*Which constant in the table is the largest?*

C11, which belongs to stretching along a cube edge with the sideways dimensions held fixed. It measures the stress along the stretched edge, C12 the stress that appears across it, and C44 the resistance when a square cube face is sheared into a rhombus. The bulk modulus measures resistance to equal squeezing from all sides. In the computed rows C11 comes first, C44 second, the bulk modulus third and C12 last. C11 doesn't mark the stiffest direction, though: stretching along a body diagonal, again with the sideways dimensions fixed, meets still more resistance.

Elastic constants of cubic silicon carbide (F-43m), computed with ABINIT 10.8.3 using the PBEsol density functional, PseudoDojo NC SR PBEsol v0.4.1 standard pseudopotentials, a plane-wave cutoff of 1115.67 eV and a 6 × 6 × 6 k-point mesh with four shifts. The cell was relaxed beforehand, and the computed constants let the ions settle under strain.

```
row  computed constant (GPa)           what it is  measured constant (GPa)                       label in the paper, method, sample              source
  1                      137                  C12                      n/a                                                      n/a                 n/a
  2                      n/a                  n/a                      142             C12; quoted earlier experiment; bulk crystal  pmc:9505936 (2022)
  3                    221.4  bulk modulus (Hill)                      n/a                                                      n/a                 n/a
  4                      n/a                  n/a                      225  bulk modulus B; quoted earlier experiment; bulk crystal  pmc:9505936 (2022)
  5                      245                  C44                      n/a                                                      n/a                 n/a
  6                      n/a                  n/a                      256             C44; quoted earlier experiment; bulk crystal  pmc:9505936 (2022)
  7                      n/a                  n/a                      380             C11; quoted earlier experiment; bulk crystal  pmc:9505936 (2022)
  8                      391                  C11                      n/a                                                      n/a                 n/a
```

*Why is C11 so much larger than C12?*

Each atom has four bonds, and each bond points along a body diagonal of the cube. Such a bond has equal components along the three edges. If one edge is lengthened and another shortened by the same small amount, the two effects on the bond length cancel. Only the angles between bonds change.

A network that resisted stretching of its bonds but not bending of its angles would therefore yield to this deformation without effort, and C11 would equal C12. The gap between them measures the stiffness of the angles. Half the gap, 127 GPa, is the shear constant for lengthening one edge at the expense of another. That it is so large reflects the directional character of covalent bonds, which hold their angles firmly.

*Why is C44 nearly twice that shear constant?*

Shearing a cube face does change bond lengths: two of the four bonds around an atom grow longer and two shorter. If the atoms simply follow the shear, the stiff bonds resist it. The atoms can ease the bonds by shifting, but only by bending the angles further, so the deformation is costly either way. The computed C44 is 1.9 times the other shear constant, so a single crystal responds quite differently to shear in different directions.

*What would C44 be if the atoms were not allowed to settle inside the sheared cell?*

It would be 275 GPa in place of 245 GPa, according to the same calculation. When the cell is sheared, the silicon and carbon sublattices can shift against each other, which gives back part of the change in bond length. The shift stops well short of restoring all lengths, because it bends the angles further. It covers about 41 per cent of the way. C11 and C12 gain no such relief, since symmetry forbids the shift when the cell is stretched along its edges.

The size of this relief can be worked out from other properties of the crystal. The shifting ions carry charge, so the shift shows up in the piezoelectric constant, which changes by 0.0311 + 0.9072 = 0.938 C/m² when the ions are released. Multiplied by the volume of the two-atom cell, 2 × 10.34 Å³, and divided by the effective charge of an ion, 2.70 elementary charges, this gives a shift u of 0.45 Å per unit of shear. A shear of one per cent thus moves the sublattices by less than 0.005 Å.

The force constant k against this motion follows from the frequency of the transverse optical vibration, in which the same two sublattices swing against each other. It is 308 N/m. As the ions settle, the shear force on them releases twice the energy that the restoring force takes up, so the net gain is ½ku² for each cell. Elastic energy per volume is half the elastic constant times the shear squared, and C44 must therefore fall by ku²/V, where V is the cell volume. With the values above this is 308 N/m × (0.45 Å)² / 20.7 Å³, or about 30 GPa.

That equals the fall computed directly. The agreement is no independent test, because all the ingredients come from one calculation and theory ties them together. It does show where the softening comes from: a small shift against a finite restoring force. Sound waves and slow loads leave the ions ample time to settle, so the relaxed value is the one to set beside a measurement.

*What would change if the carbon were replaced by silicon?*

The crystal would become pure silicon, with the same arrangement of bonds. Its bonds are longer and weaker, so it is softer throughout. Its two sublattices are alike and the piezoelectric signal vanishes, yet the internal shift remains, because it arises from the tetrahedral surroundings of each atom and needs no charge. These statements rest on general knowledge of the two crystals, as the table holds only silicon carbide.

*Could a model of simple springs have predicted C44 from the other two constants?*

Only roughly. Keating's model gives the crystal one spring for stretching bonds and one for bending angles. The computed C11 and C12 fix both springs, and C44 then follows without further adjustment. With clamped ions the model's C44 is (C11 + C12)/2, or 264 GPa, which is 4 per cent below the calculation.

The model fails once the ions may settle. It lets them go a fraction z = 2C12/(C11 + C12) of the way to restoring the bond lengths, which is 52 per cent, and multiplies the clamped value by 1 − z². The result, 193 GPa, lies 21 per cent below the computed C44. Most of the error thus lies in the internal shift, whose softening effect the springs exaggerate more than twofold.

Part of the reason is probably that silicon and carbon carry opposite charges, whose long-range forces two short-range springs can't represent. Forces between more distant neighbours could also contribute, and the numbers here don't separate the two. The printed output after this text gives the spring model beside the computed values.

*Is the computed C11 too high?*

It exceeds the measured entry by 11 GPa, but that entry doesn't fit its companions. In a cubic crystal the bulk modulus must equal (C11 + 2C12)/3. The measured C11 and C12 give 221 GPa, while the measured bulk modulus is listed as 225 GPa. Rounding is too small to close this gap.

If C11 is the faulty entry, the other two require about 391 GPa, uncertain by 2 or 3 GPa from rounding, and the computed C11 agrees. If instead the measured C11 and C12 are right, the bulk modulus should be the lower figure, and then it is the computed bulk modulus that agrees. In either case only one of the two differences, the excess in C11 or the shortfall in bulk modulus, is left to explain. Both would stand if the measured C12 were the faulty entry. A C11 near 390 GPa is, as a rough recalled figure, often quoted for this crystal, which makes a misprint or misreading plausible. Only the cited source can settle it.

*Which digits can be trusted, and is the functional to blame for the rest?*

The constants appear good to a few per cent, so the second digit may be off by about one and the third carries little weight. C12 and C44 both lie about 4 per cent below their measured values. The decimal in the bulk modulus has no physical weight: the small pressure left in the relaxed cell alone would alter it by roughly 0.3 GPa.

A functional that makes the cell too large usually makes the crystal too soft as well, because longer bonds are weaker. The bulk modulus of most solids falls by about 4 per cent when the volume grows by 1 per cent, a rough recalled rule. If the computed bulk modulus really is 1.6 per cent too low, a volume excess of 1.6/4 = 0.4 per cent would be enough to explain it. That is little more than a tenth of a per cent in the cell edge. The table has no measured cell edge. The relaxed cell of this run is no larger than the room-temperature cell usually quoted for this crystal, but that doesn't clear the functional. The calculation describes a lattice at rest, whereas zero-point motion and warmth swell a real crystal, so a faultless calculation would be expected to give a cell slightly smaller than the measured one. An excess of a tenth of a per cent could easily hide in that difference.

Temperature is unlikely to explain the low C44. Warmth normally softens a crystal, and only the measured one was warm. Removing that effect from the measurement would usually widen the gap. What remains may come from the functional or from the measurement itself. The mesh is already dense for a small cell with a band gap, so a finer one is expected to change little. Repeating the run with a second functional would show how much depends on that choice.

Numerical output:

```
computed less measured for C11, C12, C44, bulk modulus (GPa): 11, -5, -11, -3.6
the same differences in per cent of the measured value: 2.895, -3.521, -4.297, -1.6
bulk modulus from the rounded computed C11 and C12 (GPa): 221.7
bulk modulus from the measured C11 and C12 (GPa): 221.3
C11 that the measured bulk modulus and C12 would require (GPa): 391
largest rounding error of that required C11 (GPa): 2.5
computed tetragonal shear constant, half of C11 less C12 (GPa): 127
computed ratio of C44 to the tetragonal shear constant: 1.929
C44 with clamped ions (GPa): 275.2
clamped-ion C44 less measured C44, in per cent of measured: 7.496
fall of C44 when the ions relax (GPa): 29.92
fall of C44 in per cent of the clamped value: 10.87
shift of the sublattices for one per cent of shear (angstrom): 0.004479
force constant of the transverse optical motion (N/m): 308.3
fall of C44 from force constant and shift (GPa): 29.91
shift as a share of the one that keeps all bond lengths: 0.4112
spring model, share of the bond-keeping shift: 0.5189
spring model, C44 with clamped ions, relaxed ions, and its fall (GPa): 264, 192.9, 71.09
spring model less computed C44, clamped and relaxed (per cent): -4.066, -21.26
volume excess that would explain the low bulk modulus (per cent): 0.4
change of bulk modulus from the residual pressure, rough (GPa): -0.308
```
